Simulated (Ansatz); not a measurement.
Method: Ansatz, DFT PBE, scalar-relativistic, plane waves, PAW. All cells share a 420 eV cutoff and Γ-centred k meshes spaced at most about 0.3 Å⁻¹ (about 0.25 or finer for metals, 2π included). No spin polarisation.

Each guess is relaxed in cell and atoms at zero pressure, on a coarse mesh first where it starts far from rest and then on a converged one. The steps can't lower the symmetry of the start, but it can rise. Energies are static (0 K, no zero-point motion).

This guess for Al2Au isn't its lowest structure:

```
Al Au
1.0
     0.00000    3.15147    3.15147
     3.15147    0.00000    3.15147
     3.15147    3.15147    0.00000
Al Au
2 1
Direct
  0.50000 0.50000 0.50000
  0.25000 0.25000 0.25000
  0.00000 0.00000 0.00000
```

**Question.** Where does the relaxation end?

**Answer.** F-43m at 20.9 Å³/atom → F-43m at 19.0 Å³/atom. Conventional cell: a = 6.114 Å. Around Al on its first site lie 4 Al at 2.65 Å and 6 Au at 3.06 Å; around Al on its second site lie 4 Al at 2.65 Å and 4 Au at 2.65 Å; around Au lie 4 Al at 2.65 Å and 6 Al at 3.06 Å.

```cif
data_structure
_symmetry_space_group_name_H-M 'P 1'
_symmetry_Int_Tables_number 1
_cell_length_a 4.3229
_cell_length_b 4.3229
_cell_length_c 4.3229
_cell_angle_alpha 60.000
_cell_angle_beta 60.000
_cell_angle_gamma 60.000
_cell_volume 57.12
loop_
_atom_site_label
_atom_site_type_symbol
_atom_site_fract_x
_atom_site_fract_y
_atom_site_fract_z
_atom_site_occupancy
Al1 Al 0.50000 0.50000 0.50000 1
Al2 Al 0.25000 0.25000 0.25000 1
Au1 Au 0.00000 0.00000 0.00000 1
```

**Question.** How far does this end lie above the lowest form of Al2Au relaxed in the same way, and what is that form?

**Answer.** It lies 0.33 eV/atom above the lowest of the 4 forms computed, a structure that the Crystallography Open Database (COD) lists, of the fluorite type. Space group Fm-3m (No. 225), cubic, a = 6.062 Å. Al has 4 Au at 2.62 Å and 6 Al at 3.03 Å; Au is surrounded by 8 Al at 2.62 Å. That form has 18.6 Å³/atom and no gap on its mesh, nor has the guess's end. Counting all near atoms (those within 1.25 times the shortest distance at each site; a plus sign parts nearer from farther groups; a slash parts the counts of unlike sites), the guess's end has Al 8/4+6, Au 4+6 and the lowest form has Al 4+6, Au 8.

Spin–orbit coupling, which can matter for Au, is left out. Some structure types and database cells were kept out of the candidates from the start, so a known form may be missing.
